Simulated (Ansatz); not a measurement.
Input, command and steps of an Ansatz relaxation.

```yaml
crystal:
  lattice:
    - [0.0, 4.8638948306, 7.5466020595]
    - [2.4265797061, 0.0, 7.5466020595]
    - [2.4265797061, 4.8638948306, 0.0]
  atoms:
    - { symbol: Si, position: [0.5638197921, 0.5638197921, 0.9361802079] }
    - { symbol: Si, position: [0.3138197921, 0.3138197921, 0.6861802079] }
    - { symbol: Si, position: [0.6861802079, 0.6861802079, 0.3138197921] }
    - { symbol: Si, position: [0.9361802079, 0.9361802079, 0.5638197921] }
    - { symbol: O, position: [0.625, 0.125, 0.625] }
    - { symbol: O, position: [0.625, 0.625, 0.125] }
    - { symbol: O, position: [0.625, 0.625, 0.625] }
    - { symbol: O, position: [0.125, 0.625, 0.625] }
    - { symbol: O, position: [0.1927611975, 0.8072388025, 0.1927611975] }
    - { symbol: O, position: [0.8072388025, 0.1927611975, 0.8072388025] }
    - { symbol: O, position: [0.4427611975, 0.0572388025, 0.4427611975] }
    - { symbol: O, position: [0.0572388025, 0.4427611975, 0.0572388025] }
basis:
  ecutwfc: 420
kpoints:
  mp_grid: { grid: [6, 6, 6] }
hamiltonian:
  xc: lda
scf:
  occupations: { method: gaussian, width: 0.02 }
output:
  forces: true
  stress: true
  eigenvalues: true
relax:
  adjacent_minimum: "off"
  f_tol: 0.01
  max_steps: 30
  cell: { stress_tol: 0.1, fix: [volume] }
```

```bash
ansatz run input.yaml --threads 2 --pin off --max-ram 5120MiB --backend cpu --events-out ev --progress --plain --runs-dir out
```

These are results of DFT LDA, scalar-relativistic, plane waves, PAW in Ansatz 0.2.0, not measurements.

The volume is held at 1.1 times that of the relaxed cell.

Of 6 frames 5 are shown, positions in Å and forces in eV/Å; the SCF threshold varies from step to step. Steps run on the plane waves of an earlier cell, with a Pulay correction in the pressure. The basis is chosen afresh for the last frame, the zero of the energies, and at times for earlier ones too; energy and pressure step there, also at an unchanged geometry.

```xyz
12
Lattice="0.0000 4.8639 7.5466 2.4266 0.0000 7.5466 2.4266 4.8639 0.0000" Properties=species:S:1:pos:R:3:forces:R:3 pbc="T T T" step=1 free_energy_over_end_meV_per_atom=2.81 pressure_GPa=-12.10
Si    3.6399    7.2958    8.5098    0.0000    0.0000   -0.0348
Si    2.4266    4.8639    4.7365    0.0000    0.0000   -0.0348
Si    2.4266    4.8639   10.3567    0.0000    0.0000    0.0348
Si    3.6399    7.2958   14.1300    0.0000    0.0000    0.0348
O     1.8199    6.0799    5.6600    0.0000    0.0000    0.0000
O     1.8199    3.6479    9.4333    0.0000    0.0000    0.0000
O     3.0332    6.0799    9.4333    0.0000    0.0000    0.0000
O     3.0332    3.6479    5.6600    0.0000    0.0000    0.0000
O     2.4266    1.8751    7.5466    0.0000    0.4074    0.0000
O     2.4266    7.8526    7.5466    0.0000   -0.4074    0.0000
O     1.2133    4.3071    3.7733    0.0000    0.4074    0.0000
O     1.2133    0.5568    3.7733    0.0000   -0.4074    0.0000
12
Lattice="0.0000 4.8775 7.5347 2.4236 0.0000 7.5347 2.4236 4.8775 0.0000" Properties=species:S:1:pos:R:3:forces:R:3 pbc="T T T" step=2 free_energy_over_end_meV_per_atom=1.53 pressure_GPa=-11.68
Si    3.6355    7.3162    8.5000    0.0000    0.0000   -0.0552
Si    2.4236    4.8775    4.7326    0.0000    0.0000   -0.0552
Si    2.4236    4.8775   10.3369    0.0000    0.0000    0.0552
Si    3.6355    7.3162   14.1042    0.0000    0.0000    0.0552
O     1.8177    6.0968    5.6511    0.0000    0.0000    0.0000
O     1.8177    3.6581    9.4184    0.0000    0.0000    0.0000
O     3.0295    6.0968    9.4184    0.0000    0.0000    0.0000
O     3.0295    3.6581    5.6511    0.0000    0.0000    0.0000
O     2.4236    1.8915    7.5347    0.0000    0.3020    0.0000
O     2.4236    7.8635    7.5347    0.0000   -0.3020    0.0000
O     1.2118    4.3302    3.7674    0.0000    0.3020    0.0000
O     1.2118    0.5473    3.7674    0.0000   -0.3020    0.0000
12
Lattice="0.0000 4.8861 7.5176 2.4248 0.0000 7.5176 2.4248 4.8861 0.0000" Properties=species:S:1:pos:R:3:forces:R:3 pbc="T T T" step=3 free_energy_over_end_meV_per_atom=0.09 pressure_GPa=-10.66
Si    3.6373    7.3292    8.4842    0.0000    0.0000   -0.0220
Si    2.4248    4.8861    4.7254    0.0000    0.0000   -0.0220
Si    2.4248    4.8861   10.3098    0.0000    0.0000    0.0220
Si    3.6373    7.3292   14.0686    0.0000    0.0000    0.0220
O     1.8186    6.1077    5.6382    0.0000    0.0000    0.0000
O     1.8186    3.6646    9.3970    0.0000    0.0000    0.0000
O     3.0311    6.1077    9.3970    0.0000    0.0000    0.0000
O     3.0311    3.6646    5.6382    0.0000    0.0000    0.0000
O     2.4248    1.9220    7.5176    0.0000    0.0396    0.0000
O     2.4248    7.8503    7.5176    0.0000   -0.0396    0.0000
O     1.2124    4.3650    3.7588    0.0000    0.0396    0.0000
O     1.2124    0.5211    3.7588    0.0000   -0.0396    0.0000
12
Lattice="0.0000 4.8670 7.5378 2.4279 0.0000 7.5378 2.4279 4.8670 0.0000" Properties=species:S:1:pos:R:3:forces:R:3 pbc="T T T" step=4 free_energy_over_end_meV_per_atom=0.00 pressure_GPa=-10.55
Si    3.6418    7.3005    8.5043    0.0000    0.0000    0.0175
Si    2.4279    4.8670    4.7355    0.0000    0.0000    0.0175
Si    2.4279    4.8670   10.3401    0.0000    0.0000   -0.0175
Si    3.6418    7.3005   14.1089    0.0000    0.0000   -0.0175
O     1.8209    6.0837    5.6533    0.0000    0.0000    0.0000
O     1.8209    3.6502    9.4222    0.0000    0.0000    0.0000
O     3.0349    6.0837    9.4222    0.0000    0.0000    0.0000
O     3.0349    3.6502    5.6533    0.0000    0.0000    0.0000
O     2.4279    1.9178    7.5378    0.0000    0.0039    0.0000
O     2.4279    7.8162    7.5378    0.0000   -0.0039    0.0000
O     1.2139    4.3513    3.7689    0.0000    0.0039    0.0000
O     1.2139    0.5157    3.7689    0.0000   -0.0039    0.0000
12
Lattice="0.0000 4.8710 7.5327 2.4275 0.0000 7.5327 2.4275 4.8710 0.0000" Properties=species:S:1:pos:R:3:forces:R:3 pbc="T T T" step=6 free_energy_over_end_meV_per_atom=0.00 pressure_GPa=-10.52
Si    3.6413    7.3064    8.4995    0.0000    0.0000   -0.0001
Si    2.4275    4.8710    4.7332    0.0000    0.0000   -0.0001
Si    2.4275    4.8710   10.3323    0.0000    0.0000    0.0001
Si    3.6413    7.3064   14.0987    0.0000    0.0000    0.0001
O     1.8206    6.0887    5.6496    0.0000    0.0000    0.0000
O     1.8206    3.6532    9.4159    0.0000    0.0000    0.0000
O     3.0344    6.0887    9.4159    0.0000    0.0000    0.0000
O     3.0344    3.6532    5.6496    0.0000    0.0000    0.0000
O     2.4275    1.9200    7.5327    0.0000    0.0001    0.0000
O     2.4275    7.8219    7.5327    0.0000   -0.0001    0.0000
O     1.2138    4.3555    3.7664    0.0000    0.0001    0.0000
O     1.2138    0.5155    3.7664    0.0000   -0.0001    0.0000
```

The run took 71 s on 2 threads of Arm Neoverse V2, with other jobs on the host, peak memory 0.59 GiB.